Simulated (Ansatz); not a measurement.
Base system: AlSb in the zinc blende structure (space group F-43m, No. 216; a = 6.1572 Å).

Levels (all Ansatz, a quantum-chemistry and plane-wave program, PAW, earlier PAW set): PBEsol (420 eV, scalar-relativistic without spin-orbit coupling); r2SCAN (500 eV, without spin-orbit coupling).

The geometry is relaxed with PBEsol.

| Property | Result |
|---|---|
| PBEsol lowest conduction level above the VBM at special points | X 1.15 eV; L 1.28 eV; Γ 1.48 eV; U 1.63 eV |
| PBEsol smallest direct gap | 1.48 eV |
| PBEsol pressure | 0.1 kbar |
| PBEsol electron mass | 2.8 mₑ along k, 0.22 mₑ across (off the special points) |

Q: What does r2SCAN give at this geometry for the lowest conduction level above the VBM at special points, smallest direct gap, pressure and electron mass?

A: The lowest conduction level above the VBM at special points goes from X 1.15 eV; L 1.28 eV; Γ 1.48 eV; U 1.63 eV to X 1.51 eV; L 1.72 eV; Γ 2.12 eV; U 1.99 eV; the smallest direct gap goes up by 0.64 eV (1.48 eV → 2.12 eV); the pressure increases by 5.57 kbar (0.1 kbar → 5.6 kbar); the electron mass becomes 1.1 mₑ along k, 0.21 mₑ across (off the special points) (PBEsol: 2.8 mₑ along k, 0.22 mₑ across (off the special points)).

Single points use the geometry relaxed with PBEsol. Their cutoffs differ, which shifts pressures a little. Spin-orbit coupling, missing from the scalar runs, can matter with Sb. Effective masses come from finite differences of ±0.01 Å⁻¹. Along k means along the line from Γ to the band edge. Stability against distortions was not tested.
